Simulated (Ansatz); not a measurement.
**TiO$_{2}$: clamped-ion strain scan**

Method: DFT PBE, scalar-relativistic, plane waves, PAW (Ansatz). Cutoff 420 eV, Γ-centred 6×6×10 k-points, Gaussian smearing of 0.05 eV. No spin polarisation. Energies are free energies at this smearing, counted from the undisturbed cell; pressure is positive in compression.

The undisturbed cell (relaxed at this level):

```
CELL_PARAMETERS angstrom
4.64306 0.00000 0.00000
0.00000 4.64306 0.00000
0.00000 0.00000 2.96402
ATOMIC_POSITIONS crystal
Ti 0.00000 0.00000 0.00000
Ti 0.50000 0.50000 0.50000
O 0.30511 0.30511 0.00000
O 0.19489 0.80511 0.50000
O 0.69489 0.69489 0.00000
O 0.80511 0.19489 0.50000
```

The cell is strained by ε times the Voigt pattern (0, 0, 0, 1, 0, 0) (xx, yy, zz, yz, xz, xy; engineering shear) with fractional coordinates fixed.

| ε | ΔE (meV/atom) |
| --- | --- |
| -0.1000 | 45.3 |
| -0.0500 | 11.3 |
| 0.0000 | 0.0 |
| 0.0125 | 0.7 |
| 0.0250 | 2.8 |
| 0.0375 | 6.3 |
| 0.0625 | 17.6 |
| 0.0750 | 25.4 |
| 0.0875 | 34.6 |

By symmetry 0.1000 repeats -0.1000, -0.0750 repeats 0.0750, 0.0500 repeats -0.0500, -0.0250 repeats 0.0250 in energy, with the opposite slope along the path.

Cost: 9 runs of about 2.5 core-minutes in all, on AMD EPYC 7R43 (Zen 3) (shared hosts).